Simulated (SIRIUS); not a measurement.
# Pd (Fm-3m) in SIRIUS: further runs

The runs below take Pd through equation of state, with PBE.

All numbers are computed with SIRIUS 7.12.0; they aren't measurements. Logs are shortened: lines on timing, memory, paths and dates and some standing lists are left out, and cuts for length are marked. The log counts tension as positive stress, the text compression.

## Step 1: Starting point

Symmetry: Fm-3m, No. 225, cubic system. The conventional cell has a = 3.893 Å, b = 3.893 Å, c = 3.893 Å, α = 90.00°, β = 90.00°, γ = 90.00°. Pd (site symmetry m-3m) is surrounded by 12 Pd at 2.75 Å.

## Step 2: Equation of state, PBE, 13.87 Å³/atom (volume scaled by 0.94)

The input, sirius.json:

```json
{
  "control": {
    "processing_unit": "cpu",
    "std_evp_solver_name": "lapack",
    "gen_evp_solver_name": "lapack",
    "verbosity": 2,
    "print_forces": false,
    "ortho_rf": true,
    "use_second_variation": true,
    "rmt_max": 3.0,
    "num_bands_to_print": 17,
    "save_wf": true
  },
  "parameters": {
    "electronic_structure_method": "full_potential_lapwlo",
    "xc_functionals": ["XC_GGA_X_PBE", "XC_GGA_C_PBE"],
    "core_relativity": "dirac",
    "valence_relativity": "iora",
    "num_fv_states": 17,
    "smearing": "fermi_dirac",
    "smearing_width": 0.0018374661,
    "pw_cutoff": 20,
    "gk_cutoff": 3.52,
    "lmax_apw": 10,
    "lmax_rho": 8,
    "lmax_pot": 8,
    "num_mag_dims": 0,
    "auto_rmt": 0,
    "ngridk": [12, 12, 12],
    "shiftk": [0, 0, 0],
    "num_dft_iter": 80,
    "energy_tol": 1e-07,
    "density_tol": 1e-05,
    "use_symmetry": true
  },
  "settings": {"tol_ne": 1e-10},
  "iterative_solver": {"type": "exact"},
  "mixer": {"type": "anderson", "beta": 0.5, "max_history": 8},
  "unit_cell": {
    "lattice_vectors": [[0.0, 3.6032624257, 3.6032624257], [3.6032624257, 0.0, 3.6032624257], [3.6032624257, 3.6032624257, 0.0]],
    "atom_types": ["Pd"],
    "atom_files": {"Pd": "Pd.json"},
    "atoms": {"Pd": [[0.0, 0.0, 0.0]]}
  }
}
```

The input, Pd.json:

```json
{
  "name": "palladium",
  "symbol": "Pd",
  "number": 46,
  "mass": 106.42,
  "rmin": 1e-06,
  "rmt": 2.5,
  "nrmt": 800,
  "rinf": 14.72,
  "core": "1s2s2p3s3p3d",
  "valence": [
    {"basis": [{"enu": 0.12, "dme": 0, "n": 0, "auto": 0}, {"enu": 0.12, "dme": 1, "n": 0, "auto": 0}]},
    {"l": 0, "n": 1, "basis": [{"enu": 0.22, "dme": 0, "n": 0, "auto": 0}]},
    {"l": 1, "n": 2, "basis": [{"enu": 0.22, "dme": 0, "n": 0, "auto": 0}]},
    {"l": 2, "n": 3, "basis": [{"enu": 0.22, "dme": 0, "n": 0, "auto": 0}]},
    {"l": 3, "n": 4, "basis": [{"enu": 0.22, "dme": 0, "n": 0, "auto": 0}]}
  ],
  "lo": [
    {"l": 0, "basis": [{"enu": 0.22, "dme": 0, "n": 0, "auto": 0}, {"enu": 0.22, "dme": 1, "n": 0, "auto": 0}]},
    {"l": 0, "basis": [{"enu": -2.75, "dme": 0, "n": 4, "auto": 1}, {"enu": -2.75, "dme": 1, "n": 4, "auto": 1}]},
    {"l": 0, "basis": [{"enu": -2.75, "dme": 1, "n": 4, "auto": 1}, {"enu": 0.22, "dme": 0, "n": 0, "auto": 0}]},
    {"l": 0, "basis": [{"enu": 0.22, "dme": 0, "n": 0, "auto": 0}, {"enu": 2.78, "dme": 0, "n": 0, "auto": 0}]},
    {"l": 1, "basis": [{"enu": 0.22, "dme": 0, "n": 0, "auto": 0}, {"enu": 0.22, "dme": 1, "n": 0, "auto": 0}]},
    {
      "l": 1,
      "basis": [{"enu": -1.5049, "dme": 0, "n": 4, "auto": 1}, {"enu": -1.5049, "dme": 1, "n": 4, "auto": 1}]
    },
    {
      "l": 1,
      "basis": [{"enu": -1.5049, "dme": 1, "n": 4, "auto": 1}, {"enu": 0.22, "dme": 0, "n": 0, "auto": 0}]
    },
    {"l": 1, "basis": [{"enu": 0.22, "dme": 0, "n": 0, "auto": 0}, {"enu": 3.164, "dme": 0, "n": 0, "auto": 0}]},
    {"l": 2, "basis": [{"enu": 0.22, "dme": 0, "n": 0, "auto": 0}, {"enu": 0.22, "dme": 1, "n": 0, "auto": 0}]},
    {"l": 2, "basis": [{"enu": 0.22, "dme": 1, "n": 0, "auto": 0}, {"enu": 0.22, "dme": 2, "n": 0, "auto": 0}]},
    {"l": 2, "basis": [{"enu": 0.22, "dme": 0, "n": 0, "auto": 0}, {"enu": 2.716, "dme": 0, "n": 0, "auto": 0}]},
    {"l": 3, "basis": [{"enu": 0.22, "dme": 0, "n": 0, "auto": 0}, {"enu": 0.22, "dme": 1, "n": 0, "auto": 0}]},
    {"l": 3, "basis": [{"enu": 0.22, "dme": 0, "n": 0, "auto": 0}, {"enu": 3.004, "dme": 0, "n": 0, "auto": 0}]}
  ],
  "free_atom": [... radial grid and density of the free atom, the start of the SCF ...]
}
```

The input, sirius_start.json:

```json
{
  "control": {
    "processing_unit": "cpu",
    "std_evp_solver_name": "lapack",
    "gen_evp_solver_name": "lapack",
    "verbosity": 1,
    "print_forces": false,
    "ortho_rf": true,
    "use_second_variation": true,
    "rmt_max": 3.0,
    "num_bands_to_print": 17,
    "save_wf": false
  },
  "parameters": {
    "electronic_structure_method": "full_potential_lapwlo",
    "xc_functionals": ["XC_LDA_X", "XC_LDA_C_PW"],
    "core_relativity": "dirac",
    "valence_relativity": "iora",
    "num_fv_states": 17,
    "smearing": "fermi_dirac",
    "smearing_width": 0.0055123983,
    "pw_cutoff": 20,
    "gk_cutoff": 2.82,
    "lmax_apw": 10,
    "lmax_rho": 8,
    "lmax_pot": 8,
    "num_mag_dims": 0,
    "auto_rmt": 0,
    "ngridk": [5, 5, 5],
    "shiftk": [0, 0, 0],
    "num_dft_iter": 30,
    "energy_tol": 0.01,
    "density_tol": 0.05,
    "use_symmetry": true
  },
  "settings": {"tol_ne": 1e-10},
  "iterative_solver": {"type": "exact"},
  "mixer": {"type": "anderson", "beta": 0.5, "max_history": 8},
  "unit_cell": {
    "lattice_vectors": [[0.0, 3.6032624257, 3.6032624257], [3.6032624257, 0.0, 3.6032624257], [3.6032624257, 3.6032624257, 0.0]],
    "atom_types": ["Pd"],
    "atom_files": {"Pd": "Pd.json"},
    "atoms": {"Pd": [[0.0, 0.0, 0.0]]}
  }
}
```

Potentials or basis: all-electron FP-LAPW, apw+lo standard.

Command:

```bash
$ OMP_NUM_THREADS=1 sirius.scf --input=sirius_start.json --output=start.json
$ OMP_NUM_THREADS=1 sirius.scf --input=sirius.json --output=output.json --task=1
```

Log:

```text
[info] SIRIUS version : 7.12.0
[info] number of MPI ranks           : 1
[info] MPI grid                      : 1 1
[info] maximum number of OMP threads : 1
[fft] FFT context for density and potential
[fft] =====================================
[fft]   plane wave cutoff                     : 20
[fft]   grid size                             : 36 36 36   total : 46656
[fft]   grid limits                           : -17 18   -17 18   -17 18
[fft]   number of G-vectors within the cutoff : 12627
[fft]   number of G-shells                    : 373
[fft] FFT context for coarse grid
[fft] =====================================
[fft]   plane wave cutoff                     : 7.04
[fft]   grid size                             : 15 15 15   total : 3375
[fft]   grid limits                           : -7 7   -7 7   -7 7
[fft]   number of G-vectors within the cutoff : 537
[fft]   number of G-shells                    : 27
[unit cell] lattice vectors
[unit cell]   a1 :       0.0000000000      3.6032624257      3.6032624257
[unit cell]   a2 :       3.6032624257      0.0000000000      3.6032624257
[unit cell]   a3 :       3.6032624257      3.6032624257      0.0000000000
[unit cell] reciprocal lattice vectors
[unit cell]   b1 :      -0.8718745077      0.8718745077      0.8718745077
[unit cell]   b2 :       0.8718745077     -0.8718745077      0.8718745077
[unit cell]   b3 :       0.8718745077      0.8718745077     -0.8718745077
[unit cell] unit cell volume :        93.56591619 [a.u.^3]
[unit cell] 1/sqrt(omega)    :         0.10338110
[unit cell] MT volume        :        65.44984695 (69.95%)
[unit cell] IT volume        :        28.11606924 (30.05%)
[unit cell] number of atom types : 1
[unit cell] type id : 0 symbol : Pd mt_radius :   2.500000 num_atoms : 1
[unit cell] total number of atoms : 1
[unit cell] number of symmetry classes : 1
[unit cell] atom id  type id  class id             position                      vector_field
[unit cell] ------------------------------------------------------------------------------------------
[unit cell]      0        0        0      0.00000   0.00000   0.00000      0.00000   0.00000   0.00000
[unit cell] atom id         position (Cartesian, a.u.)
[unit cell] ---------------------------------------------
[unit cell]      0       0.000000    0.000000    0.000000
[unit cell] class id : 0 atom id : 0
[unit cell] minimum bond length:     5.095783
[sym] space group number   : 225
[sym] international symbol : Fm-3m
[sym] Hall symbol          : -F 4 2 3
[sym] space group transformation matrix :
[sym]   0.0000  0.5000  0.5000
[sym]   0.5000  0.0000  0.5000
[sym]   0.5000  0.5000  0.0000
[sym] space group origin shift :
[sym]   0.0000  0.0000  0.0000
[sym] number of space group operations  : 48
[... 281 lines left out ...]
[find] Free energy (E-TS)             :   -5047.04680498 (Ha),  -10094.09360996 (Ry)
[find] band gap (eV)                  :       0.00000000
[find] Efermi                         :       0.30101520
[find] iteration : 0, RMS (target) : 2.8750e-01 (1.0000e-05) , energy difference (target) : -5.0470e+03 (1.0000e-07)
[find] +------------------------------+
[find] | SCF iteration   1 out of  80|
[find] +------------------------------+
[generate_radial_functions] Linearization energies
[generate_radial_functions] Atom : Pd, class id : 0
[generate_radial_functions] augmented waves
[generate_radial_functions] local orbitals
[generate_radial_functions] {l: 0, n: 4, enu: -2.7717, dme: 0, auto: 1}
[generate_radial_functions] {l: 0, n: 4, enu: -2.7717, dme: 1, auto: 1}
[generate_radial_functions] {l: 0, n: 4, enu: -2.7717, dme: 1, auto: 1}
[generate_radial_functions] {l: 1, n: 4, enu: -1.51235, dme: 0, auto: 1}
[generate_radial_functions] {l: 1, n: 4, enu: -1.51235, dme: 1, auto: 1}
[generate_radial_functions] {l: 1, n: 4, enu: -1.51235, dme: 1, auto: 1}
[diagonalize] Lowest band energies
[diagonalize] ik:    0   -2.774355   -1.504698   -1.504698   -1.504698    0.041988    0.208593    0.208593    0.208593    0.274197    0.274197    0.947833    1.133113    1.133113    1.133113    1.348111    1.482544    1.482544
[diagonalize] ik:    1   -2.774176   -1.505993   -1.504875   -1.504875    0.051723    0.205025    0.212023    0.212023    0.272604    0.272604    0.959008    1.081094    1.145525    1.145525    1.381872    1.455366    1.455366
[diagonalize] ik:    2   -2.773690   -1.509522   -1.505369   -1.505369    0.077872    0.198869    0.218950    0.218950    0.271420    0.271420    0.967415    1.001516    1.178938    1.178938    1.318229    1.382989    1.382989
[diagonalize] ik:    3   -2.773023   -1.514300   -1.506042   -1.506042    0.106219    0.207026    0.220306    0.220306    0.280147    0.280147    0.874254    0.992273    1.215524    1.215524    1.292962    1.305269    1.305269
[diagonalize] ik:    4   -2.772355   -1.519018   -1.506713   -1.506713    0.114986    0.214658    0.214658    0.251765    0.298775    0.298775    0.763488    0.963709    1.184296    1.184296    1.308050    1.308050    1.348669
[diagonalize] ...
[diagonalize] ik:   67   -2.770982   -1.519769   -1.513970   -1.511010    0.141141    0.151438    0.224188    0.288099    0.323569    0.512120    0.765719    0.769728    0.826126    1.204195    1.277591    1.415189    1.593270
[diagonalize] ik:   68   -2.770862   -1.518716   -1.515823   -1.511303    0.146232    0.166579    0.208122    0.273903    0.330259    0.599480    0.667903    0.767333    0.808686    1.213890    1.309964    1.430279    1.591939
[diagonalize] ik:   69   -2.770921   -1.517929   -1.516640   -1.510771    0.154264    0.182681    0.187019    0.269364    0.323309    0.578710    0.687765    0.747109    0.849139    1.216859    1.281479    1.491860    1.551663
[diagonalize] ik:   70   -2.770804   -1.519947   -1.514505   -1.511877    0.133645    0.148019    0.237527    0.285794    0.336620    0.577192    0.729879    0.742494    0.775933    1.206757    1.325768    1.369275    1.627699
[diagonalize] ik:   71   -2.770802   -1.517236   -1.517236   -1.511912    0.147233    0.186337    0.186337    0.269557    0.336649    0.664162    0.664162    0.724350    0.767590    1.278600    1.278600    1.418297    1.596657
[generate_core_charge_density] atom class : 0
[generate_core_charge_density]   n,l,k : 1 0 1  energy :        -887.27133182
[generate_core_charge_density]   n,l,k : 2 0 1  energy :        -129.21262244
[generate_core_charge_density]   n,l,k : 2 1 1  energy :        -119.82505875
[generate_core_charge_density]   n,l,k : 2 1 2  energy :        -113.96662147
[generate_core_charge_density]   n,l,k : 3 0 1  energy :         -23.00383238
[generate_core_charge_density]   n,l,k : 3 1 1  energy :         -19.29924246
[generate_core_charge_density]   n,l,k : 3 1 2  energy :         -18.27800069
[generate_core_charge_density]   n,l,k : 3 2 2  energy :         -11.72080017
[generate_core_charge_density]   n,l,k : 3 2 3  energy :         -11.51715713
[find] Total energy                   :   -5047.04617772 (Ha),  -10094.09235543 (Ry)
[find] iteration : 1, RMS (target) : 1.3982e-01 (1.0000e-05) , energy difference (target) : -4.0618e-05 (1.0000e-07)
[find] Total energy                   :   -5047.04617673 (Ha),  -10094.09235346 (Ry)
[find] iteration : 2, RMS (target) : 1.8433e-02 (1.0000e-05) , energy difference (target) : 9.8655e-07 (1.0000e-07)
[find] Total energy                   :   -5047.04625152 (Ha),  -10094.09250305 (Ry)
[find] iteration : 3, RMS (target) : 2.4661e-03 (1.0000e-05) , energy difference (target) : -7.4792e-05 (1.0000e-07)
[find] Total energy                   :   -5047.04625510 (Ha),  -10094.09251020 (Ry)
[find] iteration : 4, RMS (target) : 2.1175e-04 (1.0000e-05) , energy difference (target) : -3.5757e-06 (1.0000e-07)
[... 12 lines left out ...]
[find] valence_eval_sum               :     -12.17603659
[find] core_eval_sum                  :   -3001.81768731
[find] kinetic energy                 :    5270.59946282
[find] enuc                           :   -6125.18661021
[find] <rho|V^{XC}>                   :    -188.13065395
[find] <rho|E^{XC}>                   :    -144.22773550
[find] <mag|B^{XC}>                   :       0.00000000
[find] <rho|V^{H}>                    :   -8096.46253276
[find] smearing (-TS)                 :      -0.00066010
[find] SCF correction                 :      -0.00010560
[find] Total energy                   :   -5047.04625487 (Ha),  -10094.09250974 (Ry)
[find] Free energy (E-TS)             :   -5047.04691497 (Ha),  -10094.09382994 (Ry)
[find] band gap (eV)                  :       0.00000000
[find] Efermi                         :       0.33840149
[find] iteration : 6, RMS (target) : 8.0523e-06 (1.0000e-05) , energy difference (target) : 5.3506e-09 (1.0000e-07)
[find] converged after 7 SCF iterations!
[find] Charges and magnetic moments
[find] --------------------------------------------------------------------------------
[find] atom      charge    core leakage
[find] --------------------------------------------------------------------------------
[find]    0   45.001637    1.018715e-08
[find] total core leakage    : 1.01871487e-08
[find] interstitial charge   : 0.998361
[find] total charge          : 45.999998
[find] Energy
[find] --------------------------------------------------------------------------------
[find] valence_eval_sum               :     -12.17603659
[find] core_eval_sum                  :   -3001.81768731
[find] kinetic energy                 :    5270.59946282
[find] enuc                           :   -6125.18661021
[find] <rho|V^{XC}>                   :    -188.13065395
[find] <rho|E^{XC}>                   :    -144.22773550
[find] <mag|B^{XC}>                   :       0.00000000
[find] <rho|V^{H}>                    :   -8096.46253276
[find] smearing (-TS)                 :      -0.00066010
[find] SCF correction                 :      -0.00010560
[find] Total energy                   :   -5047.04625487 (Ha),  -10094.09250974 (Ry)
[find] Free energy (E-TS)             :   -5047.04691497 (Ha),  -10094.09382994 (Ry)
[find] band gap (eV)                  :       0.00000000
[find] Efermi                         :       0.33840149
```

It took 16 s on 1 thread of Intel Xeon 6975P-C (Granite Rapids), shared host; peak memory 0.3 GiB.

What came out:

```
Free energy                                       : -137337.1430 eV
Band gap on the k mesh                            : none (metal or under the smearing width)
All electrons inside the program's atomic spheres : Pd 45.00 (radii Pd 2.5 bohr)
```

## Step 3: Equation of state, PBE, 14.16 Å³/atom (volume scaled by 0.96)

sirius.json, as its differences from that of step 2:

```diff
@@ -39,3 +39,3 @@
   "unit_cell": {
-    "lattice_vectors": [[0.0, 3.6032624257, 3.6032624257], [3.6032624257, 0.0, 3.6032624257], [3.6032624257, 3.6032624257, 0.0]],
+    "lattice_vectors": [[0.0, 3.6286383494, 3.6286383494], [3.6286383494, 0.0, 3.6286383494], [3.6286383494, 3.6286383494, 0.0]],
     "atom_types": ["Pd"],
```

The input, Pd.json:

```json
{
  "name": "palladium",
  "symbol": "Pd",
  "number": 46,
  "mass": 106.42,
  "rmin": 1e-06,
  "rmt": 2.5,
  "nrmt": 800,
  "rinf": 14.72,
  "core": "1s2s2p3s3p3d",
  "valence": [
    {"basis": [{"enu": 0.11, "dme": 0, "n": 0, "auto": 0}, {"enu": 0.11, "dme": 1, "n": 0, "auto": 0}]},
    {"l": 0, "n": 1, "basis": [{"enu": 0.21, "dme": 0, "n": 0, "auto": 0}]},
    {"l": 1, "n": 2, "basis": [{"enu": 0.21, "dme": 0, "n": 0, "auto": 0}]},
    {"l": 2, "n": 3, "basis": [{"enu": 0.21, "dme": 0, "n": 0, "auto": 0}]},
    {"l": 3, "n": 4, "basis": [{"enu": 0.21, "dme": 0, "n": 0, "auto": 0}]}
  ],
  "lo": [
    {"l": 0, "basis": [{"enu": 0.21, "dme": 0, "n": 0, "auto": 0}, {"enu": 0.21, "dme": 1, "n": 0, "auto": 0}]},
    {"l": 0, "basis": [{"enu": -2.76, "dme": 0, "n": 4, "auto": 1}, {"enu": -2.76, "dme": 1, "n": 4, "auto": 1}]},
    {"l": 0, "basis": [{"enu": -2.76, "dme": 1, "n": 4, "auto": 1}, {"enu": 0.21, "dme": 0, "n": 0, "auto": 0}]},
    {"l": 0, "basis": [{"enu": 0.21, "dme": 0, "n": 0, "auto": 0}, {"enu": 2.77, "dme": 0, "n": 0, "auto": 0}]},
    {"l": 1, "basis": [{"enu": 0.21, "dme": 0, "n": 0, "auto": 0}, {"enu": 0.21, "dme": 1, "n": 0, "auto": 0}]},
    {
      "l": 1,
      "basis": [{"enu": -1.5149, "dme": 0, "n": 4, "auto": 1}, {"enu": -1.5149, "dme": 1, "n": 4, "auto": 1}]
    },
    {
      "l": 1,
      "basis": [{"enu": -1.5149, "dme": 1, "n": 4, "auto": 1}, {"enu": 0.21, "dme": 0, "n": 0, "auto": 0}]
    },
    {"l": 1, "basis": [{"enu": 0.21, "dme": 0, "n": 0, "auto": 0}, {"enu": 3.154, "dme": 0, "n": 0, "auto": 0}]},
    {"l": 2, "basis": [{"enu": 0.21, "dme": 0, "n": 0, "auto": 0}, {"enu": 0.21, "dme": 1, "n": 0, "auto": 0}]},
    {"l": 2, "basis": [{"enu": 0.21, "dme": 1, "n": 0, "auto": 0}, {"enu": 0.21, "dme": 2, "n": 0, "auto": 0}]},
    {"l": 2, "basis": [{"enu": 0.21, "dme": 0, "n": 0, "auto": 0}, {"enu": 2.706, "dme": 0, "n": 0, "auto": 0}]},
    {"l": 3, "basis": [{"enu": 0.21, "dme": 0, "n": 0, "auto": 0}, {"enu": 0.21, "dme": 1, "n": 0, "auto": 0}]},
    {"l": 3, "basis": [{"enu": 0.21, "dme": 0, "n": 0, "auto": 0}, {"enu": 2.994, "dme": 0, "n": 0, "auto": 0}]}
  ],
  "free_atom": [... radial grid and density of the free atom, the start of the SCF ...]
}
```

sirius_start.json, as its differences from that of step 2:

```diff
@@ -39,3 +39,3 @@
   "unit_cell": {
-    "lattice_vectors": [[0.0, 3.6032624257, 3.6032624257], [3.6032624257, 0.0, 3.6032624257], [3.6032624257, 3.6032624257, 0.0]],
+    "lattice_vectors": [[0.0, 3.6286383494, 3.6286383494], [3.6286383494, 0.0, 3.6286383494], [3.6286383494, 3.6286383494, 0.0]],
     "atom_types": ["Pd"],
```

Potentials or basis: all-electron FP-LAPW, apw+lo standard.

Command:

```bash
$ OMP_NUM_THREADS=1 sirius.scf --input=sirius_start.json --output=start.json
$ OMP_NUM_THREADS=1 sirius.scf --input=sirius.json --output=output.json --task=1
```

It took 17 s on 1 thread of Intel Xeon 6975P-C (Granite Rapids), shared host; peak memory 0.3 GiB.

Results (log left out):

```yaml
Free_energy: -137337.1773 eV
Band_gap_on_the_k_mesh: none (metal or under the smearing width)
All_electrons_inside_the_program's_atomic_spheres: Pd 44.96 (radii Pd 2.5 bohr)
```

[end of part 1 of 3]
